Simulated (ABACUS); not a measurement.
## InP: equation of state with PW91

**Measured values to compare with.**

From a printed reference work, data compilation, for a bulk crystal of InP: bulk modulus 71 GPa.

InP:

```
In P
1.0
     0.00000    2.93050    2.93050
     2.93050    0.00000    2.93050
     2.93050    2.93050    0.00000
In P
1 1
Direct
  0.00000 0.00000 0.00000
  0.75000 0.75000 0.75000
```

```
Program             : ABACUS 3.10.1
Task                : equation of state
Functional          : PW91
Potentials or basis : GBRV ultrasoft 1.5 PBE
Cutoff              : 544 eV
Density cutoff      : 4354 eV
Basis               : plane waves
k mesh              : 6 × 6 × 6
Occupations         : fermi-dirac, width 0.05 eV
Spin                : no spin polarisation
```

```json
{"Equilibrium volume": "26.38 Å³/atom", "Bulk modulus": "62 GPa", "Pressure derivative of the bulk modulus": "4.0 (rough: it moves with the points fitted)"}
```

Energy against volume, from the lowest point:
```
volume (Å³/atom)  energy (meV/atom)
          23.657              64.20
          24.663              23.40
          25.670               3.21
          26.677               0.00
```

All runs of the series together: 86 s on 4 threads of AMD EPYC 7R43 64-Core Processor (Zen 3) (shared host).

Measured bulk modulus of InP: 71 GPa (a printed reference work, data compilation). This calculation gives 62 GPa (-13.2 %). The fit is for a static lattice scaled at fixed shape and fixed fractional positions.

Caveat: the potentials were made for another functional, which shifts forces and pressure.
